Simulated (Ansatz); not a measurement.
# How Gd answers to pressure

```
CELL_PARAMETERS angstrom
-2.02500 2.02500 2.02500
2.02500 -2.02500 2.02500
2.02500 2.02500 -2.02500
ATOMIC_POSITIONS crystal
Gd 0.00000 0.00000 0.00000
```

Conventional cell: a = 4.050 Å, b = 4.050 Å, c = 4.050 Å, α = 90.00°, β = 90.00°, γ = 90.00°. Gd (atom 1) has 8 Gd at 3.51 Å as nearest neighbours.

The cell is COD entry 1522526, as deposited and not checked against the literature; nothing was relaxed.

Where the f shell is localised, expect the real compound to differ from this run without U.

The magnetic state is the one reached from the start moments; no search over orders was made, so it needn't be the ground state.

No spin–orbit coupling, which matters for the heavy atoms here.

All numbers below come from DFT, PBE, all-electron LAPW, scalar-relativistic (Ansatz 0.2.0).

The runs use a Γ-centred 14×14×14 k mesh, Fermi–Dirac smearing of 0.08 eV, basis error target 0.5 meV/atom, spin-polarised from start moments Gd 7 μB.

The cell is scaled evenly with fractional coordinates held.

```tsv
V/V(cell)	P (GPa)	cell moment (μB)
0.9500	1.91	7.600
0.9750	0.99	7.605
1.0000	0.16	7.611
1.0250	-0.58	7.616
```

Question: From the rows at 0.9750 and 1.0250, what is the bulk modulus at the cell's volume?

Answer: B = −ΔP/Δln V = −[(-0.58) − (0.99)]/0.05001 = 31.4 GPa.

Question: How does the moment scale with volume?

Answer: dln M/dln V = ln(7.616/7.605)/0.05001 = 0.03: the moment hardly moves, as with a saturated or integer moment.

Question: Predict the row at V/V(cell) = 1.0500. How far is a linear estimate of P off?

Answer: P = -1.24 GPa, moment 7.620 μB. The linear estimate P(cell) − B ln(V/V(cell)) = -1.37 GPa misses by 0.13 GPa, since the modulus falls on expansion.
